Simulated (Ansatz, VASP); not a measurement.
**TiO2 in VASP and in Ansatz**

```
Ti O
1.0
     2.96826    0.00000    0.00000
     0.00021    4.70761    0.00000
     1.48357    0.24235    7.08346
Ti O
3 6
Direct
  0.00337 0.00039 0.00070
  0.34464 0.48026 0.31696
  0.66171 0.52047 0.68450
  0.44004 0.18544 0.12854
  0.77793 0.29773 0.45188
  0.10124 0.30895 0.80624
  0.90650 0.69184 0.19517
  0.22941 0.70301 0.54951
  0.56803 0.81530 0.87283
```

The cell comes from a database or a generator and needn't be the stable form of this composition.

Alike in both runs: task relaxation of cell and atoms; functional RPBE; dispersion D4; k mesh 7 × 5 × 3; occupations fermi-dirac, width 0.05 eV; no spin polarisation.

```csv
,VASP,Ansatz
version,VASP 6.6.1,Ansatz 0.2.0
potentials or method,"VASP PAW PBE potentials, release 64 (Ti_sv, O)",Ansatz PAW
plane-wave cutoff (eV),600,420
valence electrons in the cell,72,72
```

|  | VASP | Ansatz | Ansatz less VASP |
| --- | --- | --- | --- |
| gap on the k mesh at the Fermi level, each at its own relaxed structure (eV) | 2.30 | 2.34 | +0.043 |
| relaxed volume (Å³/atom) | 10.95 | 10.94 | -0.007 |
| relaxed cell length with the largest relative difference (Å) | 4.675 | 4.671 | -0.0042 |

Caveats: the PAW data sets were made with another functional, which shifts forces and pressure a little (VASP); an odd mesh through Γ misses points on the zone boundary, where band edges often lie (VASP); odd divisions of the mesh miss points on the zone boundary, where band edges often lie, so the gap on the mesh can be too wide (Ansatz); the plane-wave basis is chosen anew once the cell has moved, so the energies of steps on either side of that aren't comparable (Ansatz); the pressure holds a Pulay correction of +0.6 GPa for the finite cutoff (Ansatz); the PAW data sets come from PBE, with cores solved anew for the run's functional, which leaves a small shift of forces and pressure (Ansatz). Expect the measured gap to be larger: semilocal functionals such as RPBE lack the derivative discontinuity.
